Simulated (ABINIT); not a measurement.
Sn:

```xyz
1
Lattice="-1.7265 1.7755 2.3383 1.7265 -1.7755 2.3383 1.7265 1.7755 -2.3383" Properties=species:S:1:pos:R:3 pbc="T T T"
Sn    0.0000    0.0000    0.0000
```

This isn't the form of Sn at room conditions, which is tetragonal (white tin).

Base run:

- Program: ABINIT 10.8.3 (patched build)
- Functional: LDA
- Potentials or basis: JTH PAW PBE v2.0
- Cutoff: 707 eV
- k mesh: 11 × 11 × 11
- Occupations: fermi-dirac, width 0.05 eV
- Spin: no spin polarisation

Its results: band gap on the k mesh none (metal or under the smearing width); pressure -5.3 GPa.

After a change of settings the same cell gave: band gap on the k mesh none (metal or under the smearing width); pressure -4.1 GPa. Which change was it?
A. functional from LDA to r2SCAN
B. functional from LDA to BLYP
C. functional from LDA to AM05

C.

AM05 binds less tightly than LDA, so the same cell stands under more pressure.

Caveats: the PAW data sets were made with another functional, which shifts forces and pressure a little; spin-orbit coupling is left out, which moves the levels of the heavy elements.
